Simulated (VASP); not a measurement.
Input of a VASP 6.6.1 run:

INCAR

```
  PREC = Accurate
  ENCUT = 600
  EDIFF = 1E-7
  ISMEAR = 0
  SIGMA = 0.02
  LREAL = False
  LASPH = True
  NELM = 120
  ALGO = Normal
  ISIF = 3
  LWAVE = False
  LCHARG = False
  METAGGA = R2SCAN
  LMIXTAU = True
  IBRION = 2
  NSW = 40
  EDIFFG = -0.005
```

KPOINTS

```
Automatic mesh
0
Gamma
  10 10 10
```

POSCAR

```
Si
1.0
    0.0000000000      2.7200000000      2.7200000000
    2.7200000000      0.0000000000      2.7200000000
    2.7200000000      2.7200000000      0.0000000000
Si
2
Direct
    0.0000000000      0.0000000000      0.0000000000
    0.2500000000      0.2500000000      0.2500000000
```

Potentials or basis: VASP PAW PBE potentials, release 64 (Si).

Command:

```sh
$ cat potpaw_PBE.64/Si/POTCAR > POTCAR
$ mpirun -np 1 vasp_std > vasp.out
```

(1) Estimate the band gap on the k mesh.

## Answers

(1) 0.79 eV, indirect (least direct gap 2.76 eV).

Caveat: the relaxation stopped at its first step, so nothing moved.
